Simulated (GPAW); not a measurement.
A calculation with GPAW 26.7.0 of CaF2 (Fluorite) (ASE script, Cartesian positions):

run.py

```python
from ase.dft.bandgap import bandgap
from ase.io import read, write
from ase.units import GPa
from gpaw import GPAW, PW

atoms = read('CaF2.xyz')

calc = GPAW(mode=PW(600),
            xc='PBE',
            kpts={'size': (7, 7, 7), 'gamma': True},
            occupations={'name': 'fermi-dirac', 'width': 0.05},
            nbands=22,
            maxiter=120,
            txt='gpaw.txt')
atoms.calc = calc
energy = atoms.get_potential_energy()
forces = atoms.get_forces()
stress = atoms.get_stress()
calc.write('gs.gpw')
write('result.traj', atoms)
print(f'Energy: {energy:.6f} eV')
print('Forces (eV/A):')
print(forces.round(4))
print('Stress (GPa):', (stress / GPa).round(3))
print('Fermi level:', round(calc.get_fermi_level(), 4), 'eV')
print(f'Gap: {bandgap(calc)[0]:.4f} eV, direct: {bandgap(calc, direct=True)[0]:.4f} eV')
```

The input CaF2.xyz:

```xyz
3
Lattice="0.0000000000 2.7310000000 2.7310000000 2.7310000000 0.0000000000 2.7310000000 2.7310000000 2.7310000000 0.0000000000" Properties=species:S:1:pos:R:3 pbc="T T T"
Ca     0.0000000000      0.0000000000      0.0000000000
F      4.0965000000      4.0965000000      4.0965000000
F      1.3655000000      1.3655000000      1.3655000000
```

Potentials or basis: GPAW PAW data sets (gpaw-data 1.2.1), pw.

Launch:

```console
$ OMP_NUM_THREADS=1 python run.py
```

Write the same calculation in another form: ASE script, structure typed inline.

As run:

run.py

```python
from ase import Atoms
from ase.dft.bandgap import bandgap
from ase.io import write
from ase.units import GPa
from gpaw import GPAW, PW

atoms = Atoms(['Ca', 'F', 'F'],
              cell=[[0.0, 2.731, 2.731],
                    [2.731, 0.0, 2.731],
                    [2.731, 2.731, 0.0]],
              scaled_positions=[[0.0, 0.0, 0.0],
                                [0.75, 0.75, 0.75],
                                [0.25, 0.25, 0.25]],
              pbc=True)

calc = GPAW(mode=PW(600),
            xc='PBE',
            kpts={'size': (7, 7, 7), 'gamma': True},
            occupations={'name': 'fermi-dirac', 'width': 0.05},
            nbands=22,
            maxiter=120,
            txt='gpaw.txt')
atoms.calc = calc
energy = atoms.get_potential_energy()
forces = atoms.get_forces()
stress = atoms.get_stress()
calc.write('gs.gpw')
write('result.traj', atoms)
print(f'Energy: {energy:.6f} eV')
print('Forces (eV/A):')
print(forces.round(4))
print('Stress (GPa):', (stress / GPa).round(3))
print('Fermi level:', round(calc.get_fermi_level(), 4), 'eV')
print(f'Gap: {bandgap(calc)[0]:.4f} eV, direct: {bandgap(calc, direct=True)[0]:.4f} eV')
```

Potentials or basis: GPAW PAW data sets (gpaw-data 1.2.1), pw.

Launch:

```console
$ OMP_NUM_THREADS=1 python run.py
```

Both were run:

|  | ASE script, Cartesian positions | ASE script, structure typed inline |
| --- | --- | --- |
| Pressure | 2.4 GPa | 2.4 GPa |
| Band gap on the k mesh | 7.31 eV, indirect (least direct gap 7.54 eV) | 7.31 eV, indirect (least direct gap 7.54 eV) |

Keys that steer only the numerical path or the files written may differ.

Caveat: the cutoff is short for stress and forces, so pressures can be off by a GPa or more; an odd mesh through Γ misses points on the zone boundary, where band edges often lie.
